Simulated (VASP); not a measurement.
# CaO in VASP: one cell, several levels of theory, part 2 of 2

VASP 6.6.1, plane waves, PAW. Earlier steps stand in the parts before.

### 3 Single point with r2SCAN

The input, INCAR:

```
ENCUT = 520.000000
SIGMA = 0.010000
EDIFF = 1.00e-07
ALGO = Normal
METAGGA = R2SCAN
PREC = Accurate
IBRION = -1
ISIF = 2
ISMEAR = 0
NBANDS = 15
NELM = 120
NSW = 0
LASPH = .TRUE.
LCHARG = .FALSE.
LWAVE = .FALSE.
LREAL = .FALSE.
```

The input, KPOINTS:

```
KPOINTS created by Atomic Simulation Environment
0
Gamma
10 10 10
0 0 0
```

The input, KPOINTS_OPT:

```
special points
7
Reciprocal
0.0000000000 0.0000000000 0.0000000000 1
0.5000000000 0.0000000000 0.5000000000 1
0.6250000000 0.2500000000 0.6250000000 1
0.3750000000 0.3750000000 0.7500000000 1
0.5000000000 0.5000000000 0.5000000000 1
0.5000000000 0.2500000000 0.7500000000 1
0.0000000000 0.5000000000 0.5000000000 1
```

The input, POSCAR:

```
Ca O
 1.0000000000000000
     0.0000000000000000    2.2776726047000002    2.2776726047000002
     2.2776726047000002    0.0000000000000000    2.2776726047000002
     2.2776726047000002    2.2776726047000002    0.0000000000000000
 Ca  O
   1   1
Cartesian
  0.0000000000000000  0.0000000000000000  0.0000000000000000
  2.2776726047000002  2.2776726047000002  2.2776726047000002
```

Launch:

```console
$ mpirun -np 1 vasp_std
```

Standard output, without the iteration lines:

```text
POSCAR found type information on POSCAR CaO
 POSCAR found :  2 types and       2 ions
 -----------------------------------------------------------------------------
|                                                                             |
|                                                                             |
|     You enforced a specific xc type in the INCAR file but a different       |
|     I HOPE YOU KNOW WHAT YOU ARE DOING!                                     |
|                                                                             |
 -----------------------------------------------------------------------------

 LDA part: xc-table for (None), standard interpolation
 POSCAR, INCAR and KPOINTS ok, starting setup
 FFT: planning ... GRIDC
 FFT: planning ... GRID_SOFT
 FFT: planning ... GRID
 WAVECAR not read
 entering main loop
 Start KPOINTS_OPT (optional k-point list driver)
k-point batch [1-7\7]
```

OSZICAR:

```text
N       E                     dE             d eps       ncg     rms          rms(c)
DAV:   1     0.119987037054E+03    0.11999E+03   -0.87469E+03  1410   0.114E+03
DAV:   2    -0.199849625077E+02   -0.13997E+03   -0.13044E+03  1775   0.308E+02
DAV:   3    -0.249930393202E+02   -0.50081E+01   -0.49697E+01  1732   0.612E+01
DAV:   4    -0.251070533992E+02   -0.11401E+00   -0.11398E+00  1759   0.853E+00
DAV:   5    -0.251092452939E+02   -0.21919E-02   -0.21919E-02  1649   0.106E+00    0.782E+00
DAV:   6    -0.190540667778E+02    0.60552E+01   -0.33545E+00  1879   0.238E+01    0.252E+00
DAV:   7    -0.191480253084E+02   -0.93959E-01   -0.52521E-01  1452   0.558E+00    0.188E+00
DAV:   8    -0.191721894175E+02   -0.24164E-01   -0.14540E-01  1617   0.480E+00    0.117E+00
DAV:   9    -0.191435501633E+02    0.28639E-01   -0.69936E-02  1559   0.309E+00    0.160E-01
DAV:  10    -0.191430251178E+02    0.52505E-03   -0.40764E-03  1725   0.683E-01    0.760E-02
DAV:  11    -0.191432400572E+02   -0.21494E-03   -0.80724E-04  1571   0.270E-01    0.713E-02
DAV:  12    -0.191431237852E+02    0.11627E-03   -0.22673E-04  1613   0.147E-01    0.544E-03
DAV:  13    -0.191431241346E+02   -0.34936E-06   -0.17045E-05  1803   0.388E-02    0.351E-03
DAV:  14    -0.191431244385E+02   -0.30393E-06   -0.16513E-07  1684   0.332E-03    0.252E-03
DAV:  15    -0.191431243787E+02    0.59820E-07   -0.32812E-07  1774   0.561E-03
   1 F= -.19143124E+02 E0= -.19143124E+02  d E =-.144059E-17
       N       E                     dE             ncg
DAV:   1     0.538120396694E+03   -0.45825E+04      210
DAV:   2    -0.422322679151E+03   -0.96044E+03      252
DAV:   3    -0.452306436342E+03   -0.29984E+02      238
DAV:   4    -0.453163520552E+03   -0.85708E+00      307
DAV:   5    -0.453170432775E+03   -0.69122E-02      245
DAV:   6    -0.453170608224E+03   -0.17545E-03      253
DAV:   7    -0.453170613360E+03   -0.51358E-05      238
DAV:   8    -0.453170613528E+03   -0.16800E-06      204
DAV:   9    -0.453170613535E+03   -0.75220E-08      197
```

OUTCAR, selected sections:

```text
k-points           NKPTS =     47   k-points in BZ     NKDIM =     47   number of bands    NBANDS=     15

   NELECT =      16.0000    total number of electrons

   dimension x,y,z NGX =    24 NGY =   24 NGZ =   24
   dimension x,y,z NGXF=    48 NGYF=   48 NGZF=   48

  energy-cutoff  :      520.00
  volume of cell :       23.63
      direct lattice vectors                 reciprocal lattice vectors
     0.000000000  2.277672605  2.277672605    -0.219522331  0.219522331  0.219522331
     2.277672605  0.000000000  2.277672605     0.219522331 -0.219522331  0.219522331
     2.277672605  2.277672605  0.000000000     0.219522331  0.219522331 -0.219522331

 k-points in reciprocal lattice and weights: KPOINTS created by Atomic Simulation Env
   0.00000000  0.00000000  0.00000000       0.001
   0.10000000  0.00000000  0.00000000       0.008
   0.20000000  0.00000000  0.00000000       0.008
   0.30000000  0.00000000  0.00000000       0.008
   0.40000000  0.00000000  0.00000000       0.008
   0.50000000  0.00000000  0.00000000       0.004
   0.10000000  0.10000000  0.00000000       0.006
   0.20000000  0.10000000  0.00000000       0.024
[... 39 more k-points ...]

 E-fermi :   3.0660

 k-point     1 :       0.0000    0.0000    0.0000
  band No.  band energies     occupation
      1     -35.4299      2.00000
      2     -15.1593      2.00000
      3     -15.1593      2.00000
      4     -15.1592      2.00000
      5     -13.7753      2.00000
      6       3.0111      2.00000
      7       3.0111      2.00000
      8       3.0111      2.00000
      9       9.9331      0.00000
     10      10.2242      0.00000
     11      10.2242      0.00000
     12      10.2242      0.00000
     13      12.1197      0.00000
     14      12.1197      0.00000
     15      19.8482      0.00000

 k-point     2 :       0.1000    0.0000    0.0000
  band No.  band energies     occupation
      1     -35.4105      2.00000
      2     -15.5644      2.00000
      3     -15.1664      2.00000
      4     -15.1664      2.00000
      5     -13.3738      2.00000
      6       2.6299      2.00000
      7       2.8254      2.00000
      8       2.8254      2.00000
      9      10.1813      0.00000
     10      10.4236      0.00000
     11      10.4381      0.00000
     12      10.4382      0.00000
     13      12.4407      0.00000
     14      12.4407      0.00000
     15      20.3868      0.00000

 k-point     3 :       0.2000    0.0000    0.0000
  band No.  band energies     occupation
      1     -35.3590      2.00000
      2     -16.2350      2.00000
      3     -15.1849      2.00000
      4     -15.1849      2.00000
      5     -12.7110      2.00000
      6       1.7718      2.00000
      7       2.3846      2.00000
      8       2.3846      2.00000
      9      10.2313      0.00000
     10      11.0315      0.00000
     11      11.0316      0.00000
     12      11.5620      0.00000
     13      13.2668      0.00000
     14      13.2668      0.00000
     15      21.3672      0.00000

 k-point     4 :       0.3000    0.0000    0.0000
  band No.  band energies     occupation
      1     -35.2946      2.00000
      2     -16.8209      2.00000
      3     -15.2073      2.00000
      4     -15.2073      2.00000
      5     -12.1315      2.00000
      6       0.8775      2.00000
      7       1.9075      2.00000
      8       1.9075      2.00000
      9      10.5677      0.00000
     10      11.8573      0.00000
     11      11.8573      0.00000
     12      12.7764      0.00000
     13      14.3026      0.00000
     14      14.3026      0.00000
     15      21.3738      0.00000

 k-point     5 :       0.4000    0.0000    0.0000
  band No.  band energies     occupation
      1     -35.2417      2.00000
      2     -17.2106      2.00000
      3     -15.2253      2.00000
      4     -15.2252      2.00000
      5     -11.7441      2.00000
      6       0.2345      2.00000
      7       1.5619      2.00000
      8       1.5619      2.00000
      9      11.1421      0.00000
     10      12.6319      0.00000
     11      12.6320      0.00000
     12      13.4797      0.00000
     13      15.2281      0.00000
     14      15.2281      0.00000
     15      20.8137      0.00000

 k-point     6 :       0.5000    0.0000    0.0000
  band No.  band energies     occupation
      1     -35.2213      2.00000
      2     -17.3467      2.00000
      3     -15.2321      2.00000
      4     -15.2320      2.00000
      5     -11.6078      2.00000
      6       0.0024      2.00000
      7       1.4375      2.00000
      8       1.4375      2.00000
      9      11.4944      0.00000
     10      12.9608      0.00000
     11      12.9609      0.00000
     12      13.5812      0.00000
     13      15.6378      0.00000
     14      15.6378      0.00000
     15      20.6371      0.00000

 k-point     7 :       0.1000    0.1000    0.0000
  band No.  band energies     occupation
      1     -35.4041      2.00000
      2     -15.6016      2.00000
      3     -15.1964      2.00000
      4     -15.1964      2.00000
      5     -13.2940      2.00000
      6       2.3066      2.00000
      7       2.9214      2.00000
      8       2.9214      2.00000
      9       9.7828      0.00000
     10      10.4511      0.00000
     11      10.7014      0.00000
     12      10.7014      0.00000
     13      12.2416      0.00000
     14      12.8728      0.00000
     15      20.5742      0.00000

 k-point     8 :       0.2000    0.1000    0.0000
  band No.  band energies     occupation
      1     -35.3635      2.00000
      2     -16.0785      2.00000
      3     -15.2334      2.00000
      4     -15.2107      2.00000
      5     -12.8337      2.00000
      6       1.6759      2.00000
      7       2.6078      2.00000
      8       2.6880      2.00000
      9       9.5702      0.00000
     10      11.1816      0.00000
     11      11.2246      0.00000
     12      11.3090      0.00000
     13      12.6642      0.00000
     14      13.7543      0.00000
     15      21.4625      0.00000

 k-point     9 :       0.3000    0.1000    0.0000
  band No.  band energies     occupation
      1     -35.3037      2.00000
      2     -16.6210      2.00000
      3     -15.2632      2.00000
      4     -15.2305      2.00000
      5     -12.3351      2.00000
      6       1.0376      2.00000
      7       2.0621      2.00000
      8       2.2617      2.00000
      9       9.7875      0.00000
     10      11.8354      0.00000
     11      12.1077      0.00000
     12      12.3524      0.00000
     13      13.5459      0.00000
     14      14.7221      0.00000
     15      21.7299      0.00000

 k-point    10 :       0.4000    0.1000    0.0000
  band No.  band energies     occupation
      1     -35.2470      2.00000
      2     -17.0368      2.00000
      3     -15.2744      2.00000
      4     -15.2674      2.00000
      5     -11.9535      2.00000
      6       0.5109      2.00000
      7       1.6381      2.00000
      8       1.8358      2.00000
      9      10.4140      0.00000
     10      12.2878      0.00000
     11      12.8168      0.00000
     12      13.5026      0.00000
     13      14.6001      0.00000
     14      15.5018      0.00000
     15      21.0011      0.00000

 k-point    11 :       0.5000    0.1000    0.0000
  band No.  band energies     occupation
      1     -35.2158      2.00000
      2     -17.2427      2.00000
      3     -15.3076      2.00000
      4     -15.2630      2.00000
      5     -11.7572      2.00000
      6       0.2145      2.00000
      7       1.4967      2.00000
      8       1.5515      2.00000
      9      11.2214      0.00000
     10      12.2161      0.00000
     11      13.0707      0.00000
     12      14.1580      0.00000
     13      15.4289      0.00000
     14      15.9136      0.00000
     15      20.5399      0.00000

 k-point    12 :      -0.4000    0.1000    0.0000
  band No.  band energies     occupation
      1     -35.2225      2.00000
      2     -17.2050      2.00000
      3     -15.3338      2.00000
      4     -15.2334      2.00000
      5     -11.7783      2.00000
      6       0.2491      2.00000
      7       1.4829      2.00000
      8       1.6417      2.00000
      9      11.2197      0.00000
     10      12.2808      0.00000
     11      12.6964      0.00000
     12      14.0003      0.00000
     13      15.5798      0.00000
     14      15.6642      0.00000
     15      20.6240      0.00000

[... the tables of k-points 13 to 47 left out ...]

  Total        4.0025566      4.0025566      4.0025566     -0.0000000     -0.0000000      0.0000000
  in kB      271.3589649    271.3589649    271.3589649     -0.0000000     -0.0000000      0.0000000
  external PRESSURE =     271.3589649 kB  Pullay stress =       0.0000000 kB

 POSITION                                       TOTAL-FORCE (eV/Angst)
 -----------------------------------------------------------------------------------
      0.00000      0.00000      0.00000         0.000000     -0.000000      0.000000
      2.27767      2.27767      2.27767        -0.000000      0.000000     -0.000000
 -----------------------------------------------------------------------------------
    total drift:                                0.000000     -0.000000     -0.000000

  FREE ENERGIE OF THE ION-ELECTRON SYSTEM (eV)
  ---------------------------------------------------
  free  energy   TOTEN  =       -19.1431243787 eV

  energy  without entropy=      -19.1431243787  energy(sigma->0) =      -19.14312438
```

Hardware: 1 MPI rank of Intel Xeon Platinum 8488C, shared host.

The levels at the points of KPOINTS_OPT are read from vasprun.xml.

Band energies at the special points (eV, zero at the top of v, the last band that the electrons fill by count):

| point | v−1 | v | c | c+1 |
| --- | --- | --- | --- | --- |
| Γ | 0.00 | 0.00 | 6.92 | 7.21 |
| X | -0.31 | -0.31 | 4.07 | 10.05 |
| U | -1.11 | -0.92 | 5.95 | 9.55 |
| K | -1.11 | -0.92 | 5.95 | 9.55 |
| L | -1.57 | -1.57 | 8.48 | 9.95 |
| W | -0.99 | -0.99 | 7.42 | 7.42 |

The r2SCAN gap is 4.07 eV and indirect (Γ to X), with 4.38 eV as the least direct one. The pressure is 27.14 GPa; the forces vanish within 0.01 eV/Å.

### 4 Summary

This closing draws on all 2 parts.

```
 level  gap (eV)  pressure (GPa)  Ansatz: gap (eV)  Ansatz: pressure (GPa)
   PBE      3.52           28.46              3.54                   27.24
r2SCAN      4.07           27.14              4.10                   25.09
```

In words: The gap spans 3.52 eV (PBE) to 4.07 eV (r2SCAN). At this one volume the pressure spans 27.1 GPa (r2SCAN) to 28.5 GPa (PBE): PBE wants the largest cell and r2SCAN the smallest. The two programs agree on the gap within 0.04 eV, far less than the spread between functionals. Each program uses its own PAW datasets and cutoff.
